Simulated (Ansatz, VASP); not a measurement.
# ZrS: VASP beside Ansatz

The input INCAR:

```
  PREC = Accurate
  ENCUT = 520
  EDIFF = 1E-8
  ISMEAR = -1
  SIGMA = 0.05
  LREAL = False
  LASPH = True
  NELM = 100
  ALGO = Normal
  ISIF = 2
  LWAVE = False
  LCHARG = False
  GGA = PS
  LEFG = True
  NBANDS = 16
```

KPOINTS

```
Automatic mesh
0
Gamma
  11 11 11
```

The input POSCAR:

```
ZrS
1.0
    0.0000000000      2.6235080000      2.6235080000
    2.6235080000      0.0000000000      2.6235080000
    2.6235080000      2.6235080000      0.0000000000
Zr S
1 1
Direct
    0.0000000000      0.0000000000      0.0000000000
    0.5000000000      0.5000000000      0.5000000000
```

Input for Ansatz:

```yaml
crystal:
  lattice:
    - [0.0, 2.623508, 2.623508]
    - [2.623508, 0.0, 2.623508]
    - [2.623508, 2.623508, 0.0]
  atoms:
    - { symbol: Zr, position: [0.0, 0.0, 0.0] }
    - { symbol: S, position: [0.5, 0.5, 0.5] }
kpoints:
  mp_grid: { grid: [11, 11, 11] }
  band_path:
    path:
      - [0.0, 0.0, 0.0]
      - [0.5, 0.0, 0.5]
      - [0.625, 0.25, 0.625]
      - [0.375, 0.375, 0.75]
      - [0.0, 0.0, 0.0]
      - [0.5, 0.5, 0.5]
      - [0.5, 0.25, 0.75]
      - [0.5, 0.0, 0.5]
    npoints: 5
scf:
  occupations: { method: fermi_dirac, width: 0.05 }
hamiltonian:
  xc: pbesol
  pseudopotentials: { kind: paw }
output:
  forces: true
  stress: true
  eigenvalues: true
  efg: { contact_densities: true }
```

Alike in both runs: task electric field gradients; functional PBEsol; k mesh 11 × 11 × 11; occupations fermi-dirac, width 0.05 eV; no spin polarisation.

|  | VASP | Ansatz |
| --- | --- | --- |
| version | VASP 6.6.1 | Ansatz 0.2.0 |
| potentials or method | VASP PAW PBE potentials, release 64 (Zr_sv, S) | PAW with Ansatz's default frozen-core files, scalar-relativistic |
| plane-wave cutoff (eV) | 520 | 420 |
| valence electrons in the cell | 18 | 18 |

```csv
,VASP,Ansatz,Ansatz less VASP
pressure (GPa),-6.0,-6.2,-0.20
Vzz of the field gradient on the site that differs most (V/Å²),0.0,0.0,0.00
```

Ansatz warned: «gradients_without_spin_orbit».

Caveats: the PAW data sets were made with another functional, which shifts forces and pressure a little (VASP).
